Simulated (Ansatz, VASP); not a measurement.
## One calculation of H, two programs

INCAR

```
SYSTEM = H
PREC = Accurate ; ENCUT = 520
EDIFF = 1E-7 ; ISMEAR = 0
SIGMA = 0.02 ; LREAL = .False.
LASPH = .True. ; NELM = 100
ALGO = Fast ; ISIF = 2
LWAVE = .False. ; LCHARG = .False.
GGA = PS ; NBANDS = 10
```

KPOINTS

```
Automatic mesh
0
Gamma
  8 8 4
  0 0 0
```

Contents of POSCAR:

```
H
1.0
    1.6485318600     -2.7316882300      0.0000000000
    1.6485318600      2.7316882300      0.0000000000
    0.0000000000      0.0000000000      6.3137686200
H
4
Direct
    0.5854936326      0.5258296633      0.9594786396
    0.4321915000      0.5678085000      0.0004850500
    0.4321915000      0.5678085000      0.4995149500
    0.5678085000      0.4321915000      0.5004850500
```

Input for Ansatz:

```yaml
crystal:
  lattice:
    - [1.64853186, -2.73168823, 0.0]
    - [1.64853186, 2.73168823, 0.0]
    - [0.0, 0.0, 6.31376862]
  atoms:
    - { symbol: H, position: [0.5854936326, 0.5258296633, 0.9594786396] }
    - { symbol: H, position: [0.4321915, 0.5678085, 0.00048505] }
    - { symbol: H, position: [0.4321915, 0.5678085, 0.49951495] }
    - { symbol: H, position: [0.5678085, 0.4321915, 0.50048505] }
basis:
  ecutwfc: 420
kpoints:
  mp_grid: { grid: [8, 8, 4] }
hamiltonian:
  xc: pbesol
scf:
  occupations: { method: gaussian, width: 0.02 }
output:
  forces: true
  stress: true
  eigenvalues: true
```

Change from the starting cell: one atom moved.

Alike in both runs: task single point; functional PBEsol; k mesh 8 × 8 × 4; occupations gaussian, width 0.02 eV; no spin polarisation.

|  | VASP | Ansatz |
| --- | --- | --- |
| version | VASP 6.6.1 | Ansatz 0.2.0 |
| potentials or method | VASP PAW PBE potentials, release 64 (H) | scalar-relativistic, plane waves, PAW |
| plane-wave cutoff (eV) | 520 | 420 |
| valence electrons in the cell | 4 | 4 |

|  | VASP | Ansatz | Ansatz less VASP |
| --- | --- | --- | --- |
| gap on the k mesh at the Fermi level (eV) | 8.75 | 8.75 | +0.002 |
| least direct gap on the mesh (eV) | 8.76 | 8.76 | +0.003 |
| pressure (GPa) | 4.7 | 4.8 | +0.08 |
| largest component of the traceless stress (GPa) | 6.09 | 6.01 | -0.080 |
| rms of the force components (eV/Å) | 3.053 | 3.000 | -0.0532 |

Atom by atom the forces differ by 0.053 eV/Å (rms over components).

Caveats: the PAW data sets were made with another functional, which shifts forces and pressure a little (VASP). A k mesh can miss the band edges.
